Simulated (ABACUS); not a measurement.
Fe: equation of state with PBE

**The experiment to reproduce.**

“Pressure Induced Densification and Compression in a Reprocessed Borosilicate Glass”, 2018, pmc:5793612 quotes, for a bulk crystal of Fe: bulk modulus 166.4 GPa.

The system is Fe.

```
CELL_PARAMETERS angstrom
-1.44300 1.44300 1.44300
1.44300 -1.44300 1.44300
1.44300 1.44300 -1.44300
ATOMIC_POSITIONS crystal
Fe 0.00000 0.00000 0.00000
```

```json
{
 "Program": "ABACUS 3.10.1",
 "Task": "equation of state",
 "Functional": "PBE",
 "Potentials or basis": "PseudoDojo NC SR 0.4.1 PBE standard",
 "Cutoff": "1361 eV",
 "Density cutoff": "5442 eV",
 "Basis": "TZDP LCAO (the cutoffs set its grid)",
 "k mesh": "13 × 13 × 13",
 "Occupations": "fermi-dirac, width 0.05 eV",
 "Spin": "collinear spin, ferromagnetic start",
 "Starting moments": "[3.0] μB",
 "Orbital files": "Fe Fe_confined-atom_7au_4s3p3d1f.orb",
 "Radial cutoff of the potentials (pseudo_rcut)": "10 bohr",
 "SCF threshold on the density": "1e-07",
 "Max SCF steps": "100",
 "Eigensolver": "genelpa",
 "Mixing": "broyden",
 "Mixing share": "0.4",
 "Symmetry key": "1"
}
```

| Quantity | Value |
| --- | --- |
| Equilibrium volume | 11.49 Å³/atom |
| Bulk modulus | 112 GPa |
| Pressure derivative of the bulk modulus | 4.2 (rough: it moves with the points fitted) |

Energy against volume, from the lowest point:
```csv
volume (Å³/atom),energy (meV/atom)
11.298,1.50
11.538,0.00
11.778,2.54
12.019,8.81
12.259,16.38
12.499,26.55
12.740,40.25
```

All runs of the series together: 110 s on 4 threads of AMD EPYC 9B45 (Zen 5) (shared host).

Measured bulk modulus of Fe: 166.4 GPa (quoted in “Pressure Induced Densification and Compression in a Reprocessed Borosilicate Glass”, 2018, pmc:5793612). This calculation gives 112 GPa (-32.9 %). So large a miss can be the level of theory's own, or it may mean another phase, state or a wrong row. The fit is for a static lattice scaled at fixed shape and fixed fractional positions.

Caveat: the atomic orbitals were generated for these runs and aren't a published set; the fit is doubtful: noisy points or a state that changes with volume; the basis of atomic orbitals isn't converged, which shifts pressures, moduli and gaps.
